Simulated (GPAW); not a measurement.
# Bi (Im-3m) in GPAW: further runs

Aim: see how the results for Bi move with the level of theory and the settings. Levels: LDA, PBE, SCAN, vdW-DF-cx. Tasks: single point.

Program: GPAW 26.7.0. These are calculated values, not measurements. Logs are shortened: lines on timing, memory, paths and dates and some standing lists are left out, and cuts for length are marked. The log counts tension as positive stress, the text compression.

### 1 The crystal as given

Symmetry: Im-3m, No. 229, cubic system. Conventional cell: a = 3.963 Å, b = 3.963 Å, c = 3.963 Å, α = 90.00°, β = 90.00°, γ = 90.00°. Around Bi (site symmetry m-3m) lie 8 Bi at 3.43 Å.

This isn't the form of Bi at room conditions, which is rhombohedral.

### 2 Single point, LDA

The input, run.py:

```python
from ase import Atoms
from ase.dft.bandgap import bandgap
from ase.io import write
from ase.units import GPa
from gpaw import GPAW, PW

atoms = Atoms(['Bi'],
              cell=[[-1.9814305318, 1.9814305318, 1.9814305318],
                    [1.9814305318, -1.9814305318, 1.9814305318],
                    [1.9814305318, 1.9814305318, -1.9814305318]],
              scaled_positions=[[0.0, 0.0, 0.0]],
              pbc=True)

calc = GPAW(mode=PW(600),
            xc='LDA',
            kpts={'size': (9, 9, 9), 'gamma': True},
            occupations={'name': 'fermi-dirac', 'width': 0.05},
            nbands=15,
            convergence={'density': 1e-05, 'energy': 1e-05},
            maxiter=150,
            txt='gpaw.txt')
atoms.calc = calc
energy = atoms.get_potential_energy()
forces = atoms.get_forces()
stress = atoms.get_stress()
calc.write('gs.gpw')
write('result.traj', atoms)
print(f'Energy: {energy:.6f} eV')
print('Forces (eV/A):')
print(forces.round(4))
print('Stress (GPa):', (stress / GPa).round(3))
print('Fermi level:', round(calc.get_fermi_level(), 4), 'eV')
print(f'Gap: {bandgap(calc)[0]:.4f} eV, direct: {bandgap(calc, direct=True)[0]:.4f} eV')
```

Potentials or basis: the program's PAW data sets (release 1.2.1) made for this functional, pw.

Command:

```console
OMP_NUM_THREADS=1 python run.py
```

gpaw.txt:

```text
__  _  _
 | _ |_)|_||  |
 |__||  | ||/\| - 26.7.0

Input parameters:
  mode=PW(ecut=600.0),
  convergence={'density': 1e-05, 'energy': 1e-05},
  kpts=MonkhorstPack(size=(9, 9, 9), gamma=True),
  maxiter=150,
  nbands=15,
  occupations=Occupations(name='fermi-dirac', width=0.05),
  xc=XC(name='LDA')

Diagonalizing LCAO Hamiltonian
Converting LCAO to pw mode

       Bi

Atoms  # Å, Bohr magnetons
|   | symbol |        x |        y |        z |    initial magnetic moments |
|---|--------|----------|----------|----------|-----------------------------|
| 0 |     Bi | 0.000000 | 0.000000 | 0.000000 | ( 0.0000,  0.0000,  0.0000) |

Unit cell  # Å
| periodic |         x |         y |         z |  lengths |     angles |
|----------|-----------|-----------|-----------|----------|------------|
|      yes | -1.981431 |  1.981431 |  1.981431 | 3.431938 | 109.471221 |
|      yes |  1.981431 | -1.981431 |  1.981431 | 3.431938 | 109.471221 |
|      yes |  1.981431 |  1.981431 | -1.981431 | 3.431938 | 109.471221 |

Number of symmetries: 48
Symmetry operations  # r_c * U_cc + t_c -> r_c
|    | kind |            matrix            |
|----|------|------------------------------|
|  0 |  σ   |  1, 1, 1,  0, 0,-1,  0,-1, 0 |
|  1 |  C4  |  1, 1, 1,  0, 0,-1, -1, 0, 0 |
|  2 |  C2  |  1, 1, 1,  0,-1, 0,  0, 0,-1 |
|  3 |  S6  |  1, 1, 1,  0,-1, 0, -1, 0, 0 |
|  4 |  S6  |  1, 1, 1, -1, 0, 0,  0, 0,-1 |
|  5 |  C4  |  1, 1, 1, -1, 0, 0,  0,-1, 0 |
|  6 |  E   |  1, 0, 0,  0, 1, 0,  0, 0, 1 |
|  7 |  σ   |  1, 0, 0,  0, 1, 0, -1,-1,-1 |
|  8 |  σ   |  1, 0, 0,  0, 0, 1,  0, 1, 0 |
|  9 |  C3  |  1, 0, 0,  0, 0, 1, -1,-1,-1 |
| 10 |  C3  |  1, 0, 0, -1,-1,-1,  0, 1, 0 |
| 11 |  σ   |  1, 0, 0, -1,-1,-1,  0, 0, 1 |
| 12 |  σ   |  0, 1, 0,  1, 0, 0,  0, 0, 1 |
| 13 |  C2  |  0, 1, 0,  1, 0, 0, -1,-1,-1 |
| 14 |  C3  |  0, 1, 0,  0, 0, 1,  1, 0, 0 |
| 15 |  S4  |  0, 1, 0,  0, 0, 1, -1,-1,-1 |
| 16 |  S4  |  0, 1, 0, -1,-1,-1,  1, 0, 0 |
| 17 |  C3  |  0, 1, 0, -1,-1,-1,  0, 0, 1 |
| 18 |  C3  |  0, 0, 1,  1, 0, 0,  0, 1, 0 |
| 19 |  S4  |  0, 0, 1,  1, 0, 0, -1,-1,-1 |
| 20 |  σ   |  0, 0, 1,  0, 1, 0,  1, 0, 0 |
| 21 |  C3  |  0, 0, 1,  0, 1, 0, -1,-1,-1 |
| 22 |  C2  |  0, 0, 1, -1,-1,-1,  1, 0, 0 |
| 23 |  S4  |  0, 0, 1, -1,-1,-1,  0, 1, 0 |
| 24 |  C4  |  0, 0,-1,  1, 1, 1,  0,-1, 0 |
| 25 |  σ   |  0, 0,-1,  1, 1, 1, -1, 0, 0 |
| 26 |  S6  |  0, 0,-1,  0,-1, 0,  1, 1, 1 |
| 27 |  C2  |  0, 0,-1,  0,-1, 0, -1, 0, 0 |
| 28 |  C4  |  0, 0,-1, -1, 0, 0,  1, 1, 1 |
| 29 |  S6  |  0, 0,-1, -1, 0, 0,  0,-1, 0 |
| 30 |  S6  |  0,-1, 0,  1, 1, 1,  0, 0,-1 |
| 31 |  C4  |  0,-1, 0,  1, 1, 1, -1, 0, 0 |
| 32 |  C4  |  0,-1, 0,  0, 0,-1,  1, 1, 1 |
| 33 |  S6  |  0,-1, 0,  0, 0,-1, -1, 0, 0 |
| 34 |  σ   |  0,-1, 0, -1, 0, 0,  1, 1, 1 |
| 35 |  C2  |  0,-1, 0, -1, 0, 0,  0, 0,-1 |
| 36 |  C2  | -1, 0, 0,  1, 1, 1,  0, 0,-1 |
| 37 |  S6  | -1, 0, 0,  1, 1, 1,  0,-1, 0 |
| 38 |  S6  | -1, 0, 0,  0, 0,-1,  1, 1, 1 |
| 39 |  C2  | -1, 0, 0,  0, 0,-1,  0,-1, 0 |
| 40 |  C2  | -1, 0, 0,  0,-1, 0,  1, 1, 1 |
| 41 |  i   | -1, 0, 0,  0,-1, 0,  0, 0,-1 |
| 42 |  S4  | -1,-1,-1,  1, 0, 0,  0, 1, 0 |
| 43 |  C3  | -1,-1,-1,  1, 0, 0,  0, 0, 1 |
| 44 |  C3  | -1,-1,-1,  0, 1, 0,  1, 0, 0 |
| 45 |  σ   | -1,-1,-1,  0, 1, 0,  0, 0, 1 |
| 46 |  S4  | -1,-1,-1,  0, 0, 1,  1, 0, 0 |
| 47 |  C2  | -1,-1,-1,  0, 0, 1,  0, 1, 0 |

BZ-sampling:
  Number of BZ points: 729
  Number of IBZ points: 35

  Monkhorst-Pack size: [9, 9, 9]
  Monkhorst-Pack shift: [0, 0, 0]

K-points  # in reciprocal-cell coordinates
|     |                                coordinates |     weight |
|-----|--------------------------------------------|------------|
|   0 | (  0.00000000,   0.00000000,   0.00000000) | 0.00137174 |
|   1 | (  0.11111111,   0.00000000,   0.00000000) | 0.01646091 |
|   2 | (  0.11111111,   0.11111111,  -0.11111111) | 0.00823045 |
|   3 | (  0.22222222,   0.00000000,  -0.11111111) | 0.03292181 |
|   4 | (  0.22222222,   0.00000000,   0.00000000) | 0.01646091 |
|   5 | (  0.22222222,   0.11111111,  -0.11111111) | 0.03292181 |
|   6 | (  0.22222222,   0.22222222,  -0.22222222) | 0.00823045 |
|   7 | (  0.33333333,  -0.11111111,  -0.11111111) | 0.01097394 |
|   8 | (  0.33333333,   0.00000000,  -0.11111111) | 0.06584362 |
|   9 | (  0.33333333,   0.00000000,   0.00000000) | 0.01646091 |
| ... |                                            |            |
|  34 | (  0.44444444,   0.44444444,   0.44444444) | 0.01097394 |

Plane wave coefficients: 1055
Cutoff: 600.0 eV

Spin-components: 1 (collinear spins)
Bands:           15
Projectors:      6
Spin-degeneracy: 2
Datatype:        complex128

Parallelization:
  kpt:    1
  domain: 1
  band:   1

Density:
  Valence electrons: 15.0
  Components: 1
  Grid points: [20 20 20]
  Charge: 0.0  # |e|

Potential:
  Grid points: [20 20 20]

species:
  Bi:
    name:    Bismuth
    Z:       83.0
    valence: 15
    core:    68
    charge:  0.0  # [|e|]
    compensation charges:
      type: gauss
      rc: 0.38  # [Å]
      lmax: 2
    cutoffs:
      filter: 2.23  # [Å]
      core: 2.33  # [Å]
    projectors
    | kind |    occ | energy [eV] | rcut [Å] |
    |------|--------|-------------|----------|
    |   6s |  2.000 |     -14.665 |    1.286 |
    |   6p |  3.000 |      -4.777 |    1.275 |
    |   5d | 10.000 |     -27.225 |    1.349 |
    |    s |        |      12.546 |    1.286 |
    |    p |        |      22.434 |    1.275 |
    |    d |        |      -0.013 |    1.349 |

    Using partial waves for Bi as LCAO basis

Reference energy: -584538.347675  # eV

eigensolver:
  PPCG
  Converge bands: occupied
  niter=2

density mixing:
  MSR1-Mixer
  Pratt-step length: 0.05
  Maximum mixing coefficient: 0.75
  Old densities: 10
  SVD Regularization: 0.005
  Good broyden scale: 1.0
  Trust region scale: 1.0
  Backstep threshold: 4.0
  History deletion threshold: 6.0
  Fourier metric: weight=20.0, sigma=0.015

occupation numbers:
  Fermi-Dirac:
    width: 0.0500  # eV

poisson solver:
  ecut: 4800.0  # eV

xc functional:
  name: None

convergence criteria:
- Maximum integral of absolute [dens]ity change: 1e-05 electrons / valence electron
- Maximum [total energy] change in last 3 cyles: 1e-05 eV / valence electron
- Maximum integral of absolute [eigenst]ate change: 4e-08 eV^2 / valence electron
maximum number of iterations: 150

SCF iterations
|iter     | |      energy | eigst |  dens |
|---------|-|-------------|-------|-------|
|iter:   1| |   -5.296902 | -0.40 |       |
|iter:   2| |   -5.298599 | -2.85 | -1.79 |
|iter:   3| |   -5.297954 | -3.60 | -1.82 |
|iter:   4| |   -5.299643 | -3.98 | -2.22 |
|iter:   5| |   -5.300154 | -4.38 | -2.69 |
|iter:   6| |   -5.300167 | -5.97 | -3.49 |
|iter:   7| |   -5.300171c| -6.42 | -4.03 |
|iter:   8| |   -5.300171c| -7.60c| -5.13c|

Converged in 8 steps
Energy contributions relative to reference atoms: (reference = -584538.347675)

Energy contributions:
  Kinetic:          13.993976
  Coulomb:         -12.966120
  Zero:             -1.384157
  External:          0.000000
  Xc:               -4.941873
  Entropy:          -0.003994
  Spinorbit:         0.000000
  ----------------------------
  Free energy:      -5.302168
  Extrapolated:     -5.300171

dipole moment: (-7.749066, -7.749066, -7.749066)  # |e|*Ang

Fermi level: 7.305
Eigenvalues  # (at kpt = [0.000, 0.000, 0.000])
| band index |      eig [eV] | occ [0-2] |
|------------|---------------|-----------|
|          0 |       -15.792 |     2.000 |
|          1 |       -15.792 |     2.000 |
|          2 |       -15.792 |     2.000 |
|          3 |       -15.661 |     2.000 |
|          4 |       -15.661 |     2.000 |
|          5 |        -6.177 |     2.000 |
|          6 |        12.314 |     0.000 |
|          7 |        12.314 |     0.000 |
|          8 |        12.314 |     0.000 |
|          9 |        16.566 |     0.000 |
|         10 |        17.951 |     0.000 |
|         11 |        17.951 |     0.000 |
|         12 |        17.951 |     0.000 |
|         13 |        19.018 |     0.000 |
|         14 |        19.018 |     0.000 |

No gap
No difference between direct/indirect transitions

Forces  # eV/Ang
|       x |        y |       z |
|---------|----------|---------|
| 0.00000 | -0.00000 | 0.00000 |  # Bi   0

Stress tensor  # eV/Ang^3
|         x |         y |        z |
|-----------|-----------|----------|
|  0.021394 | -0.000000 | 0.000000 |
| -0.000000 |  0.021394 | 0.000000 |
|  0.000000 |  0.000000 | 0.021394 |

# Writing to gs.gpw (mode='')
```

Wall time 6.3 s (1 thread of Arm Neoverse V2, shared host); peak memory 0.14 GiB.

What came out:

```
Free energy            : -5.3022 eV
Pressure               : -3.4 GPa
Band gap on the k mesh : none (metal or under the smearing width)
```

Caveat: spin-orbit coupling is left out, which moves the levels of the heavy elements.

### 3 Single point, PBE

run.py: that of step 2 with these lines changed.

```diff
@@ -14,3 +14,3 @@
 calc = GPAW(mode=PW(600),
-            xc='LDA',
+            xc='PBE',
             kpts={'size': (9, 9, 9), 'gamma': True},
```

Potentials or basis: GPAW PAW data sets (gpaw-data 1.2.1), pw.

Command:

```console
OMP_NUM_THREADS=1 python run.py
```

It took 6.5 s on 1 thread of Arm Neoverse V2, shared host; peak memory 0.14 GiB.

It converged, with:

```
Free energy            : -4.5587 eV
Pressure               : 0.7 GPa
Band gap on the k mesh : none (metal or under the smearing width)
```

Levels at points of the mesh, in eV from the Fermi level:
| k point | band 3 | band 4 | band 5 | band 6 | band 7 | band 8 | band 9 | band 10 | band 11 |
| --- | --- | --- | --- | --- | --- | --- | --- | --- | --- |
| (0.00, 0.00, 0.00) | -23.27 | -23.14 | -23.14 | -13.46 | 5.07 | 5.07 | 5.07 | 9.23 | 10.53 |

Caveat: spin-orbit coupling is left out, which moves the levels of the heavy elements.

### 4 Single point, SCAN

run.py: that of step 3 with these lines changed.

```diff
@@ -14,3 +14,3 @@
 calc = GPAW(mode=PW(600),
-            xc='PBE',
+            xc='MGGA_X_SCAN+MGGA_C_SCAN',
             kpts={'size': (9, 9, 9), 'gamma': True},
```

Command:

```console
OMP_NUM_THREADS=1 python run.py
```

Wall time 27 s (1 thread of Arm Neoverse V2, shared host); peak memory 0.25 GiB.

Results (log left out):

| Quantity | Value |
| --- | --- |
| Free energy | -46.4236 eV |
| Pressure | -1.4 GPa |
| Band gap on the k mesh | none (metal or under the smearing width) |

Levels at points of the mesh, in eV from the Fermi level:
| k point | band 4 | band 5 | band 6 | band 7 | band 8 | band 9 | band 10 | band 11 |
| --- | --- | --- | --- | --- | --- | --- | --- | --- |
| (0.00, 0.00, 0.00) | -23.70 | -23.70 | -14.11 | 5.18 | 5.18 | 5.18 | 10.21 | 11.37 |

Caveat: the PAW data sets were made with another functional, which shifts forces and pressure a little; spin-orbit coupling is left out, which moves the levels of the heavy elements.

### 5 Single point, vdW-DF-cx

run.py: that of step 4 with these lines changed.

```diff
@@ -3,3 +3,2 @@
 from ase.io import write
-from ase.units import GPa
 from gpaw import GPAW, PW
@@ -14,3 +13,3 @@
 calc = GPAW(mode=PW(600),
-            xc='MGGA_X_SCAN+MGGA_C_SCAN',
+            xc={'name': 'vdW-DF-cx', 'backend': 'libvdwxc'},
             kpts={'size': (9, 9, 9), 'gamma': True},
@@ -24,3 +23,2 @@
 forces = atoms.get_forces()
-stress = atoms.get_stress()
 calc.write('gs.gpw')
@@ -30,3 +28,2 @@
 print(forces.round(4))
-print('Stress (GPa):', (stress / GPa).round(3))
 print('Fermi level:', round(calc.get_fermi_level(), 4), 'eV')
```

Potentials or basis: GPAW PAW data sets (gpaw-data 1.2.1), pw.

Command:

```console
OMP_NUM_THREADS=1 python run.py
```

gpaw.txt:

```text
__  _  _
 | _ |_)|_||  |
 |__||  | ||/\| - 26.7.0

Input parameters:
  mode=PW(ecut=600.0),
  convergence={'density': 1e-05, 'energy': 1e-05},
  kpts=MonkhorstPack(size=(9, 9, 9), gamma=True),
  maxiter=150,
  nbands=15,
  occupations=Occupations(name='fermi-dirac', width=0.05),
  xc=XC(name='vdW-DF-cx', backend='libvdwxc')

Diagonalizing LCAO Hamiltonian
Converting LCAO to pw mode

       Bi

Atoms  # Å, Bohr magnetons
|   | symbol |        x |        y |        z |    initial magnetic moments |
|---|--------|----------|----------|----------|-----------------------------|
| 0 |     Bi | 0.000000 | 0.000000 | 0.000000 | ( 0.0000,  0.0000,  0.0000) |

Unit cell  # Å
| periodic |         x |         y |         z |  lengths |     angles |
|----------|-----------|-----------|-----------|----------|------------|
|      yes | -1.981431 |  1.981431 |  1.981431 | 3.431938 | 109.471221 |
|      yes |  1.981431 | -1.981431 |  1.981431 | 3.431938 | 109.471221 |
|      yes |  1.981431 |  1.981431 | -1.981431 | 3.431938 | 109.471221 |

Number of symmetries: 48
Symmetry operations  # r_c * U_cc + t_c -> r_c
|    | kind |            matrix            |
|----|------|------------------------------|
|  0 |  σ   |  1, 1, 1,  0, 0,-1,  0,-1, 0 |
|  1 |  C4  |  1, 1, 1,  0, 0,-1, -1, 0, 0 |
|  2 |  C2  |  1, 1, 1,  0,-1, 0,  0, 0,-1 |
|  3 |  S6  |  1, 1, 1,  0,-1, 0, -1, 0, 0 |
|  4 |  S6  |  1, 1, 1, -1, 0, 0,  0, 0,-1 |
|  5 |  C4  |  1, 1, 1, -1, 0, 0,  0,-1, 0 |
|  6 |  E   |  1, 0, 0,  0, 1, 0,  0, 0, 1 |
|  7 |  σ   |  1, 0, 0,  0, 1, 0, -1,-1,-1 |
|  8 |  σ   |  1, 0, 0,  0, 0, 1,  0, 1, 0 |
|  9 |  C3  |  1, 0, 0,  0, 0, 1, -1,-1,-1 |
| 10 |  C3  |  1, 0, 0, -1,-1,-1,  0, 1, 0 |
| 11 |  σ   |  1, 0, 0, -1,-1,-1,  0, 0, 1 |
| 12 |  σ   |  0, 1, 0,  1, 0, 0,  0, 0, 1 |
| 13 |  C2  |  0, 1, 0,  1, 0, 0, -1,-1,-1 |
| 14 |  C3  |  0, 1, 0,  0, 0, 1,  1, 0, 0 |
| 15 |  S4  |  0, 1, 0,  0, 0, 1, -1,-1,-1 |
| 16 |  S4  |  0, 1, 0, -1,-1,-1,  1, 0, 0 |
| 17 |  C3  |  0, 1, 0, -1,-1,-1,  0, 0, 1 |
| 18 |  C3  |  0, 0, 1,  1, 0, 0,  0, 1, 0 |
| 19 |  S4  |  0, 0, 1,  1, 0, 0, -1,-1,-1 |
| 20 |  σ   |  0, 0, 1,  0, 1, 0,  1, 0, 0 |
| 21 |  C3  |  0, 0, 1,  0, 1, 0, -1,-1,-1 |
| 22 |  C2  |  0, 0, 1, -1,-1,-1,  1, 0, 0 |
| 23 |  S4  |  0, 0, 1, -1,-1,-1,  0, 1, 0 |
| 24 |  C4  |  0, 0,-1,  1, 1, 1,  0,-1, 0 |
| 25 |  σ   |  0, 0,-1,  1, 1, 1, -1, 0, 0 |
| 26 |  S6  |  0, 0,-1,  0,-1, 0,  1, 1, 1 |
| 27 |  C2  |  0, 0,-1,  0,-1, 0, -1, 0, 0 |
| 28 |  C4  |  0, 0,-1, -1, 0, 0,  1, 1, 1 |
| 29 |  S6  |  0, 0,-1, -1, 0, 0,  0,-1, 0 |
| 30 |  S6  |  0,-1, 0,  1, 1, 1,  0, 0,-1 |
| 31 |  C4  |  0,-1, 0,  1, 1, 1, -1, 0, 0 |
| 32 |  C4  |  0,-1, 0,  0, 0,-1,  1, 1, 1 |
| 33 |  S6  |  0,-1, 0,  0, 0,-1, -1, 0, 0 |
[... 78 lines left out ...]
    |   6s |  2.000 |     -14.385 |    1.286 |
    |   6p |  3.000 |      -4.580 |    1.275 |
    |   5d | 10.000 |     -27.119 |    1.349 |
    |    s |        |      12.827 |    1.286 |
    |    p |        |      22.631 |    1.275 |
    |    d |        |       0.093 |    1.349 |

    Using partial waves for Bi as LCAO basis

Reference energy: -584848.382953  # eV

eigensolver:
  PPCG
  Converge bands: occupied
  niter=2

density mixing:
  MSR1-Mixer
  Pratt-step length: 0.05
  Maximum mixing coefficient: 0.75
  Old densities: 10
  SVD Regularization: 0.005
  Good broyden scale: 1.0
  Trust region scale: 1.0
  Backstep threshold: 4.0
  History deletion threshold: 6.0
  Fourier metric: weight=20.0, sigma=0.015

occupation numbers:
  Fermi-Dirac:
    width: 0.0500  # eV

poisson solver:
  ecut: 4800.0  # eV

xc functional:
  name: vdW-DF-cx with libvdwxc
  Mode: serial
  Semilocal: GGA_X_LV_RPW86+LDA_C_PW with 2 nearest neighbor stencil
  Local blocksize: 40 x 40 x 40
  PAW datasets: PBE

convergence criteria:
- Maximum integral of absolute [dens]ity change: 1e-05 electrons / valence electron
- Maximum [total energy] change in last 3 cyles: 1e-05 eV / valence electron
- Maximum integral of absolute [eigenst]ate change: 4e-08 eV^2 / valence electron
maximum number of iterations: 150

SCF iterations
|iter     | |      energy | eigst |  dens |
|---------|-|-------------|-------|-------|
|iter:   1| |  114.389769 | -0.48 |       |
|iter:   2| |  114.386407 | -2.81 | -1.79 |
|iter:   3| |  114.367749 | -2.65 | -1.82 |
|iter:   4| |  114.367008 | -3.53 | -2.24 |
|iter:   5| |  114.366854 | -4.31 | -2.63 |
|iter:   6| |  114.366829 | -5.51 | -3.44 |
|iter:   7| |  114.366825c| -6.38 | -3.96 |
|iter:   8| |  114.366825c| -8.62c| -4.64 |
|iter:   9| |  114.366825c| -9.02c| -5.99c|

Converged in 9 steps
Energy contributions relative to reference atoms: (reference = -584848.382953)

Energy contributions:
  Kinetic:          15.113317
  Coulomb:         -13.397191
  Zero:             -1.809553
  External:          0.000000
  Xc:              114.462310
  Entropy:          -0.004117
  Spinorbit:         0.000000
  ----------------------------
  Free energy:     114.364767
  Extrapolated:    114.366825

dipole moment: (-7.673605, -7.673605, -7.673605)  # |e|*Ang

Fermi level: 7.602
Eigenvalues  # (at kpt = [0.000, 0.000, 0.000])
| band index |      eig [eV] | occ [0-2] |
|------------|---------------|-----------|
|          0 |       -15.822 |     2.000 |
|          1 |       -15.822 |     2.000 |
|          2 |       -15.822 |     2.000 |
|          3 |       -15.695 |     2.000 |
|          4 |       -15.695 |     2.000 |
|          5 |        -5.840 |     2.000 |
|          6 |        12.639 |     0.000 |
|          7 |        12.639 |     0.000 |
|          8 |        12.639 |     0.000 |
|          9 |        16.953 |     0.000 |
|         10 |        18.176 |     0.000 |
|         11 |        18.176 |     0.000 |
|         12 |        18.176 |     0.000 |
|         13 |        19.197 |     0.000 |
|         14 |        19.197 |     0.000 |

No gap
No difference between direct/indirect transitions

Forces  # eV/Ang
|       x |       y |       z |
|---------|---------|---------|
| 0.00000 | 0.00000 | 0.00000 |  # Bi   0

# Writing to gs.gpw (mode='')
```

stdout:

```text
Energy: 114.366825 eV
Forces (eV/A):
[[0. 0. 0.]]
Fermi level: 7.6021 eV
Gap: 0.0000 eV, direct: 0.0000 eV
```

Wall time 7.2 s (1 thread of Arm Neoverse V2, shared host); peak memory 0.15 GiB.

What came out:

```
Free energy            : 114.3648 eV
Band gap on the k mesh : none (metal or under the smearing width)
```

Caveat: the PAW data sets were made with another functional, which shifts forces and pressure a little; spin-orbit coupling is left out, which moves the levels of the heavy elements.

### 6 Summary

```csv
level,potentials or basis,gap on the mesh (eV),pressure (GPa)
LDA,"the program's PAW data sets (release 1.2.1) made for this functional, pw",none,-3.4
PBE,"GPAW PAW data sets (gpaw-data 1.2.1), pw",none,0.7
SCAN,"GPAW PAW data sets (gpaw-data 1.2.1), pw",none,-1.4
vdW-DF-cx,"GPAW PAW data sets (gpaw-data 1.2.1), pw",none,-
```

Alike in all rows: task single point; no spin polarisation; cell as given; k mesh 9 × 9 × 9; cutoff (eV) 600; smearing fermi-dirac 0.05 eV.

Caveats: spin-orbit coupling is left out, which moves the levels of the heavy elements; the PAW data sets were made with another functional, which shifts forces and pressure a little (some runs).

Total energies depend on the potentials used, so only differences within one code and one set of settings carry meaning.
